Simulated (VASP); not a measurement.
# Sn (P1) in VASP: tuning ranks NCORE KPAR, part 2 of 2

VASP 6.6.1. Earlier steps stand in the parts before.

## Step 16: With ranks NCORE KPAR ranks=64 NCORE=1 KPAR=1 NSIM=1

INCAR

```
SYSTEM = Sn
  PREC = Accurate
  ENCUT = 520
  EDIFF = 1E-5
  ISMEAR = 0
  SIGMA = 0.05
  LREAL = Auto
  LASPH = .TRUE.
  NELM = 60
  ALGO = Fast
  ISIF = 2
  LWAVE = .FALSE.
  LCHARG = .FALSE.
  GGA = PE
  NBANDS = 276
  NCORE = 1
  KPAR = 1
  NSIM = 1
```

KPOINTS

```
regular mesh
0
G
  2 2 2
  0 0 0
```

POSCAR

```
Sn
1.0
   -5.6839554576      5.6839554576      5.6839554576
    5.6839554576     -5.6839554576      5.6839554576
    7.5786072768      7.5786072768     -7.5786072768
Sn
36
Direct
    0.0030400000      0.0017840000      0.0023100000
    0.0035670000     -0.0022610000      0.2492130000
    0.0024960000     -0.0004550000      0.5000870000
    0.0015180000      0.0022190000      0.7506380000
   -0.0017020000      0.3301180000     -0.0017800000
   -0.0006670000      0.3341420000      0.2512640000
   -0.0006570000      0.3312910000      0.4979430000
    0.0060720000      0.3352630000      0.7520160000
   -0.0054460000      0.6590510000     -0.0091050000
    0.0011370000      0.6661260000      0.2495870000
   -0.0039310000      0.6712590000      0.5019910000
    0.0034560000      0.6738070000      0.7553230000
    0.3294260000     -0.0009150000     -0.0042790000
    0.3282910000     -0.0015150000      0.2477870000
    0.3305810000     -0.0004490000      0.4979880000
    0.3320910000     -0.0010840000      0.7502590000
    0.3365320000      0.3357470000      0.0029390000
    0.3339410000      0.3298510000      0.2498290000
    0.3329180000      0.3380670000      0.4996190000
    0.3292090000      0.3324520000      0.7474890000
    0.3314610000      0.6642170000      0.0006470000
    0.3326280000      0.6625130000      0.2482030000
    0.3309870000      0.6629370000      0.5019690000
    0.3357800000      0.6665530000      0.7529270000
    0.6693210000     -0.0014710000     -0.0001160000
    0.6618450000     -0.0015460000      0.2510900000
    0.6675360000      0.0017560000      0.4989000000
    0.6592090000     -0.0026430000      0.7471550000
    0.6667710000      0.3339760000      0.0030950000
    0.6690790000      0.3345670000      0.2508800000
    0.6670930000      0.3353950000      0.5022420000
    0.6635130000      0.3267100000      0.7515770000
    0.6629920000      0.6625390000     -0.0002090000
    0.6672240000      0.6698210000      0.2493700000
    0.6716490000      0.6695520000      0.5010760000
    0.6603590000      0.6636810000      0.7490250000
```

Command:

```console
$ cat potpaw_PBE.64/Sn_d/POTCAR > POTCAR
$ mpirun -np 64 vasp_std > vasp.out
```

Run time: 100 s. Hardware: 64 MPI ranks of Intel Xeon 6975P-C (Granite Rapids), host not shared; peak memory 0.51 GiB.

Results (log left out):

| Quantity | Value |
| --- | --- |
| Free energy | -135.8343 eV |
| Pressure | 0.4 GPa |
| Largest force | 0.178 eV/Å |
| Band gap on the k mesh | none (metal or under the smearing width) |

## Step 17: With ranks NCORE KPAR ranks=64 NCORE=1 KPAR=1 NSIM=8

Changes to INCAR since step 16:

```diff
@@ -17,2 +17,2 @@
   KPAR = 1
-  NSIM = 1
+  NSIM = 8
```

KPOINTS is that of step 16.

POSCAR is that of step 16.

Command:

```console
$ cat potpaw_PBE.64/Sn_d/POTCAR > POTCAR
$ mpirun -np 64 vasp_std > vasp.out
```

Wall time 98 s (64 MPI ranks of Intel Xeon 6975P-C (Granite Rapids), host not shared); peak memory 0.69 GiB.

It converged, with:

| Item | Value |
| --- | --- |
| Free energy | -135.8343 eV |
| Pressure | 0.4 GPa |
| Largest force | 0.178 eV/Å |
| Band gap on the k mesh | none (metal or under the smearing width) |

## Step 18: With ranks NCORE KPAR ranks=64 NCORE=1 KPAR=1 NSIM=16

Changes to INCAR since step 17:

```diff
@@ -17,2 +17,2 @@
   KPAR = 1
-  NSIM = 8
+  NSIM = 16
```

KPOINTS is that of step 17.

POSCAR is that of step 17.

Potentials or basis: VASP PAW PBE potentials, release 64 (Sn_d).

Command:

```console
$ cat potpaw_PBE.64/Sn_d/POTCAR > POTCAR
$ mpirun -np 64 vasp_std > vasp.out
```

It took 97 s on 64 MPI ranks of Intel Xeon 6975P-C (Granite Rapids), host not shared; peak memory 0.73 GiB.

It converged, with:

| Item | Value |
| --- | --- |
| Free energy | -135.8343 eV |
| Pressure | 0.4 GPa |
| Largest force | 0.178 eV/Å |
| Band gap on the k mesh | none (metal or under the smearing width) |

## Step 19: With ranks NCORE KPAR ranks=64 NCORE=1 KPAR=1 LREAL=False

Changes to INCAR since step 18:

```diff
@@ -6,3 +6,3 @@
   SIGMA = 0.05
-  LREAL = Auto
+  LREAL = .FALSE.
   LASPH = .TRUE.
@@ -17,2 +17 @@
   KPAR = 1
-  NSIM = 16
```

KPOINTS is that of step 18.

POSCAR is that of step 18.

Command:

```console
$ cat potpaw_PBE.64/Sn_d/POTCAR > POTCAR
$ mpirun -np 64 vasp_std > vasp.out
```

Run time: 2.6 min. Hardware: 64 MPI ranks of Intel Xeon 6975P-C (Granite Rapids), host not shared; peak memory 0.61 GiB.

It converged, with:

```yaml
Free_energy: -135.7840 eV
Pressure: 0.4 GPa
Largest_force: 0.178 eV/Å
Band_gap_on_the_k_mesh: none (metal or under the smearing width)
```

## Step 20: With ranks NCORE KPAR ranks=64 NCORE=1 KPAR=1 ALGO=Normal

Changes to INCAR since step 19:

```diff
@@ -6,6 +6,6 @@
   SIGMA = 0.05
-  LREAL = .FALSE.
+  LREAL = Auto
   LASPH = .TRUE.
   NELM = 60
-  ALGO = Fast
+  ALGO = Normal
   ISIF = 2
```

KPOINTS is that of step 19.

POSCAR is that of step 19.

Command:

```console
$ cat potpaw_PBE.64/Sn_d/POTCAR > POTCAR
$ mpirun -np 64 vasp_std > vasp.out
```

Run time: 1.9 min. Hardware: 64 MPI ranks of Intel Xeon 6975P-C (Granite Rapids), host not shared; peak memory 0.61 GiB.

Results (log left out):

| Quantity | Value |
| --- | --- |
| Free energy | -135.8343 eV |
| Pressure | 0.4 GPa |
| Largest force | 0.178 eV/Å |
| Band gap on the k mesh | none (metal or under the smearing width) |

## Step 21: Result

```
                   ranks NCORE KPAR  energy less the last converged row (meV/atom)  SCF cycles  wall time (s)
             ranks=8 NCORE=1 KPAR=1                                           0.00          13            300
            ranks=16 NCORE=1 KPAR=1                                           0.00          13            180
            ranks=32 NCORE=1 KPAR=1                                           0.00          13            110
            ranks=64 NCORE=1 KPAR=1                                           0.00          13             96
            ranks=64 NCORE=2 KPAR=1                                           0.00          13             80
            ranks=64 NCORE=4 KPAR=1                                           0.00          13             65
            ranks=64 NCORE=8 KPAR=1                                           0.00          13             51
           ranks=64 NCORE=16 KPAR=1                                           0.00          14             45
            ranks=64 NCORE=1 KPAR=2                                           0.00          13             80
            ranks=64 NCORE=1 KPAR=4                                           0.00          13             79
            ranks=64 NCORE=1 KPAR=8                                           0.00          13             78
            ranks=64 NCORE=2 KPAR=2                                           0.00          13             78
    ranks=64 NCORE=1 KPAR=1 again 1                                           0.00          13             98
    ranks=64 NCORE=1 KPAR=1 again 2                                           0.00          13             97
     ranks=64 NCORE=1 KPAR=1 NSIM=1                                           0.00          13            100
     ranks=64 NCORE=1 KPAR=1 NSIM=8                                           0.00          13             98
    ranks=64 NCORE=1 KPAR=1 NSIM=16                                           0.00          13             97
ranks=64 NCORE=1 KPAR=1 LREAL=False                                           1.40          13            160
ranks=64 NCORE=1 KPAR=1 ALGO=Normal                                           0.00          13            110
```

Fastest here: ranks=64 NCORE=16 KPAR=1 (45 s), level within noise with ranks=64 NCORE=8 KPAR=1; slowest of those that converged: ranks=8 NCORE=1 KPAR=1 (300 s). These are single runs, one after another on one machine, so differences under about a fifth mean little.

Caveats: all runs use coarse meshes.
